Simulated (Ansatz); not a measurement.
# H on CuO (001)

Aim: for CuO, find where and how strongly H adsorbs.

Computed with Ansatz 0.2.0 (DFT PBE, scalar-relativistic, plane waves, PAW, unless a step's input says otherwise).

3 further runs of the same task are left out: 2 that didn't finish, 1 set aside as unsound or not needed.

### Step 1. The system as given

It takes space group P2 (No. 3, monoclinic). Conventional cell: a = 2.949 Å, b = 26.015 Å, c = 2.949 Å, α = 90.00°, β = 90.16°, γ = 90.00°. O (site symmetry 2) has 2 Cu at 1.96 Å in its first shell of neighbours. Around Cu (site symmetry 2) lie 4 O at 1.96 Å. Around O (site symmetry 2) lie 4 Cu at 1.96 Å. Around O (site symmetry 2) lie 4 Cu at 1.89 to 1.96 Å. Around Cu (site symmetry 2) lie 2 O at 1.89 Å.

Structure file:

```cif
data_structure
_symmetry_space_group_name_H-M 'P 1'
_symmetry_Int_Tables_number 1
_cell_length_a 2.9487
_cell_length_b 2.9487
_cell_length_c 26.0147
_cell_angle_alpha 90.000
_cell_angle_beta 90.000
_cell_angle_gamma 90.159
_cell_volume 226.19
loop_
_atom_site_label
_atom_site_type_symbol
_atom_site_fract_x
_atom_site_fract_y
_atom_site_fract_z
_atom_site_occupancy
O1 O 0.50000 0.50000 0.32674 1
Cu1 Cu 0.50000 0.00000 0.37624 1
O2 O 0.50000 0.50000 0.42574 1
Cu2 Cu 0.00000 0.50000 0.47525 1
O3 O 0.50000 0.50000 0.52465 1
Cu3 Cu 0.50000 0.00000 0.57418 1
O4 O 0.50000 0.50000 0.62397 1
Cu4 Cu 0.00000 0.50000 0.66916 1
```

Miller indices refer to the conventional cell of the relaxed bulk, Cccm (No. 66): a = 4.164 Å, b = 4.176 Å, c = 5.151 Å, α = 90.00°, β = 90.00°, γ = 90.00°.

It is a (001) slab, 9.0 Å thick as cut, with 17 Å of vacuum; its outer planes are Cu (top) and O (bottom). An earlier relaxation, lower half held, gave -28762.4038 eV, work function 4.50 eV (top face), 8.48 eV (bottom face), dipole along +c 0.191 e·Å per cell.

### Step 2. Start: H, top (Cu)

File input.yaml:

```yaml
crystal:
  lattice:
    - [2.948703264, 0.0, 0.0]
    - [-0.0081921837, 2.9486918841, 0.0]
    - [0.0, 0.0, 28.0147087045]
  atoms:
    - { symbol: O, position: [0.5, 0.5, 0.303412043] }
    - { symbol: Cu, position: [0.5, 0.0, 0.3493813066] }
    - { symbol: O, position: [0.5, 0.5, 0.3953505702] }
    - { symbol: Cu, position: [0.0, 0.5, 0.4413198338] }
    - { symbol: O, position: [0.5, 0.5, 0.4871901659] }
    - { symbol: Cu, position: [0.5, 0.0, 0.5331874235] }
    - { symbol: O, position: [0.5, 0.5, 0.5794245925] }
    - { symbol: Cu, position: [0.0, 0.5, 0.6213847819] }
    - { symbol: H, position: [0.0, 0.5, 0.6799254584] }
basis:
  ecutwfc: 420
kpoints:
  mp_grid: { grid: [10, 10, 1] }
hamiltonian:
  xc: pbe
scf:
  occupations: { method: gaussian, width: 0.1 }
output:
  forces: true
  eigenvalues: true
  write_density: true
  write_potential: true
  elf: true
  volumetric_format: npy
relax:
  adjacent_minimum: "off"
  f_tol: 0.03
  max_steps: 70
  constraints: [{ sites: [0, 1, 2, 3] }]
efield:
  axis: 3
  dipole_correction: true
  ramp_width: 0.04
```

Started as:

```bash
ansatz run input.yaml --threads 2 --pin off --max-ram 5120MiB --backend cpu --events-out ev --progress --plain --runs-dir out
```

The session goes on with these runs: start: H, hollow (nearest Cu).

What does the calculation give? Wanted: H: lowest end.

As calculated:

| quantity | value |
| --- | --- |
| H: lowest end | E_ads -1.97 eV, from the top (Cu) start, 1 bonded, 1.49 Å high |

In words: H binds with 1.97 eV at best, a moderate chemical bond when counted from the free atom, not from the element's molecule or solid; the ends span 1.03 eV. It raises the work function by 1.89 eV, as a dipole layer with its negative end outwards does. The slab runs have no spin polarisation, while the free adsorbate has its spin; a moment that survived on the surface would lower E_ads. A start on a symmetric site keeps its symmetry, so an end may be a saddle point and not a minimum. The final runs have no spin polarisation, so a magnetic state may lie lower.
